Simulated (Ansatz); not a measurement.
# Density of states of Li

```cif
data_structure
_symmetry_space_group_name_H-M 'P 1'
_symmetry_Int_Tables_number 1
_cell_length_a 7.7966
_cell_length_b 7.7966
_cell_length_c 7.7966
_cell_angle_alpha 22.941
_cell_angle_beta 22.941
_cell_angle_gamma 22.941
_cell_volume 63.19
loop_
_atom_site_label
_atom_site_type_symbol
_atom_site_fract_x
_atom_site_fract_y
_atom_site_fract_z
_atom_site_occupancy
Li1 Li 0.00000 0.00000 0.00000 1
Li2 Li 0.22200 0.22200 0.22200 1
Li3 Li 0.77800 0.77800 0.77800 1
```

The runs use the primitive cell with vectors (1.550, 0.895, 7.588), (-1.550, 0.895, 7.588), (0.000, -1.790, 7.588) Å, to which the k mesh refers.

Structure: COD 9017802, as refined from experiment and not relaxed.

All numbers below come from DFT, PBE, all-electron LAPW, scalar-relativistic (Ansatz 0.2.0).

Sampling and basis: a Γ-centred 12×12×12 k mesh, Fermi–Dirac smearing of 0.05 eV, basis error target 1 meV/atom, no spin polarisation.

States per eV and cell, averaged over 0.4 eV, from -3.4 to 2.4 eV, with energies (bin centres) from the Fermi level; empty bins are left out. 

```tsv
E (eV)	total
-3.3	0.25
-2.9	0.49
-2.5	0.64
-2.1	0.77
-1.7	0.88
-1.3	0.98
-0.9	1.09
-0.5	1.24
-0.1	1.53
0.3	1.46
0.7	1.42
1.1	1.26
1.5	1.30
1.9	1.00
2.3	0.60
```
